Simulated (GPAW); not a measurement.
Input of a GPAW 26.7.0 run:

File run.py:

```python
from ase import Atoms
from ase.dft.bandgap import bandgap
from ase.io import write
from ase.units import GPa
from gpaw import GPAW, PW

atoms = Atoms(['Ni', 'O'],
              cell=[[0.0, 2.0859016414, 2.0859016414],
                    [2.0859016414, 0.0, 2.0859016414],
                    [2.0859016414, 2.0859016414, 0.0]],
              scaled_positions=[[0.0, 0.0, 0.0],
                                [0.5, 0.5, 0.5]],
              pbc=True)
atoms.set_initial_magnetic_moments([1.0, 0.0])

calc = GPAW(mode=PW(800),
            xc='PBE',
            kpts={'size': (8, 8, 8), 'gamma': True},
            occupations={'name': 'fermi-dirac', 'width': 0.05},
            nbands=22,
            convergence={'density': 1e-05, 'energy': 1e-05},
            maxiter=150,
            txt='gpaw.txt')
atoms.calc = calc
energy = atoms.get_potential_energy()
forces = atoms.get_forces()
stress = atoms.get_stress()
calc.write('gs.gpw')
write('result.traj', atoms)
print(f'Energy: {energy:.6f} eV')
print('Forces (eV/A):')
print(forces.round(4))
print('Stress (GPa):', (stress / GPa).round(3))
print('Moments:', calc.get_magnetic_moments().round(3))
print('Fermi level:', round(calc.get_fermi_level(), 4), 'eV')
print(f'Gap: {bandgap(calc)[0]:.4f} eV, direct: {bandgap(calc, direct=True)[0]:.4f} eV')

path = atoms.cell.bandpath('GXWKGLUWLK,UX', npoints=100, eps=1e-4)
bs_calc = calc.fixed_density(kpts=path, symmetry='off', nbands=31,
                             convergence={'bands': 'CBM+6.0', 'eigenstates': 1e-6}, txt='bands.txt')
bs = bs_calc.band_structure()
bs.write('bs.json')
print(f'Gap on the path: {bandgap(bs_calc)[0]:.4f} eV')
```

Potentials or basis: GPAW PAW data sets (gpaw-data 1.2.1), pw.

Command:

```bash
$ OMP_NUM_THREADS=1 python run.py
```

(1) What does it give for the pressure?

(2) What does it give for the band gap along the path?

(3) What does it give for the net moment?

(4) What does it give for the site moments?

Answers

(1) 10.5 GPa.

(2) none (metal or under the smearing width).

(3) 1.79 μB per cell.

(4) Ni +1.49; O +0.22 μB.

Caveat: the stock nickel data set gives pressures a few GPa off other programs; a cell with one magnetic atom can't hold antiferromagnetic order, which such compounds often take; semilocal functionals often make such compounds metallic where correlation or magnetic order opens a gap, which also shifts bond lengths.

**Experimental background.**

From “Local correlations, non-local screening, multiplets, and band formation in NiO”, 2012, arxiv:1210.6675, for a bulk crystal of NiO: band gap 4.3 eV.

A measured gap of NiO is 4.3 eV (quoted in “Local correlations, non-local screening, multiplets, and band formation in NiO”, 2012, arxiv:1210.6675); the calculated 0.00 eV misses it by -4.30 eV. So large a miss can be the level of theory's own, or it may mean another phase, state or a wrong row. The value is that of PBE, without temperature or zero-point motion. Semilocal functionals fall short of measured gaps as a rule. The run's magnetic order (collinear spin, ferromagnetic start) needn't be the measured crystal's.
